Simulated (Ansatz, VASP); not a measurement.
# BaS in VASP and in Ansatz

```
Ba S
1.0
     0.00000    3.19375    3.19375
     3.19375    0.00000    3.19375
     3.19375    3.19375    0.00000
Ba S
1 1
Direct
  0.98748 0.01252 0.01252
  0.50000 0.50000 0.50000
```

Alike in both runs: task single point; functional PBE; k mesh 7 × 7 × 7; occupations fermi-dirac, width 0.01 eV; no spin polarisation.

```csv
,VASP,Ansatz
version,VASP 6.6.1,Ansatz 0.2.0
potentials or method,"VASP PAW PBE potentials, release 64 (Ba_sv, S), cutoff 520 eV","all-electron LAPW, scalar-relativistic"
```

|  | VASP | Ansatz | Ansatz less VASP |
| --- | --- | --- | --- |
| gap on the k mesh at the Fermi level (eV) | 2.18 | 2.27 | +0.097 |
| pressure (GPa) | 1.5 | 0.9 | -0.60 |
| largest component of the traceless stress (GPa) | 0.20 | 0.18 | -0.017 |
| rms of the force components (eV/Å) | 0.100 | 0.091 | -0.0086 |

Atom by atom the forces differ by 0.009 eV/Å (rms over components). Ansatz ran all-electron here, so the differences hold the error of VASP's frozen core and of both bases.

Caveats: spin-orbit coupling is left out, which moves the levels of the heavy elements; an odd mesh through Γ misses points on the zone boundary, where band edges often lie.
